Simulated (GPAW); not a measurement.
Write an ASE script for GPAW 26.7.0 that does the following.

* Task: single point
* Functional: PBE
* Potentials or basis: GPAW PAW data sets (gpaw-data 1.2.1)
* Cutoff: 600 eV
* Basis: pw
* k mesh: 9 × 9 × 9
* Occupations: fermi-dirac, width 0.05 eV
* Spin: collinear spin, ferromagnetic start
* Starting moments: [4.0, 0.0] μB
* Hubbard terms: Fe d U = 3 eV
* Maxiter: 120
* Convergence: default

The system is FeO (Wuestite).

```
Fe O
1.0
     0.00000    2.15540    2.15540
     2.15540    0.00000    2.15540
     2.15540    2.15540    0.00000
Fe O
1 1
Direct
  0.00000 0.00000 0.00000
  0.50000 0.50000 0.50000
```

The input as run:

run.py

```python
from ase.dft.bandgap import bandgap
from ase.io import write
from ase.spacegroup import crystal
from ase.units import GPa
from gpaw import GPAW, PW

# Fe 4a
# O 4b
atoms = crystal(['Fe', 'O'],
                basis=[[0.0, 0.0, 0.0],
                       [0.5, 0.0, 0.0]],
                spacegroup=225, setting=1,  # Fm-3m
                cellpar=[4.3108, 4.3108, 4.3108, 90.0, 90.0, 90.0],
                primitive_cell=True)
atoms.set_initial_magnetic_moments([4.0, 0.0])

calc = GPAW(mode=PW(600),
            xc='PBE',
            kpts={'size': (9, 9, 9), 'gamma': True},
            occupations={'name': 'fermi-dirac', 'width': 0.05},
            setups={'Fe': ':d,3.0'},
            nbands=17,
            maxiter=120,
            txt='gpaw.txt')
atoms.calc = calc
energy = atoms.get_potential_energy()
forces = atoms.get_forces()
stress = atoms.get_stress()
calc.write('gs.gpw')
write('result.traj', atoms)
print(f'Energy: {energy:.6f} eV')
print('Forces (eV/A):')
print(forces.round(4))
print('Stress (GPa):', (stress / GPa).round(3))
print('Moments:', calc.get_magnetic_moments().round(3))
print('Fermi level:', round(calc.get_fermi_level(), 4), 'eV')
print(f'Gap: {bandgap(calc)[0]:.4f} eV, direct: {bandgap(calc, direct=True)[0]:.4f} eV')
```

Potentials or basis: GPAW PAW data sets (gpaw-data 1.2.1), pw.

Command:

```console
$ OMP_NUM_THREADS=1 python run.py
```

Results of the run:

```yaml
Pressure: -2.6 GPa
Band_gap_on_the_k_mesh: none (metal or under the smearing width)
Net_moment: 4.00 μB per cell
Site_moments: Fe +3.68; O +0.19 μB
```

Caveat: the cutoff is short for stress and forces, so pressures can be off by a GPa or more; a cell with one magnetic atom can't hold antiferromagnetic order, which such compounds often take.

Run time: 20 s on 1 thread of Arm Neoverse V2, on a shared host, peak memory 0.15 GiB.
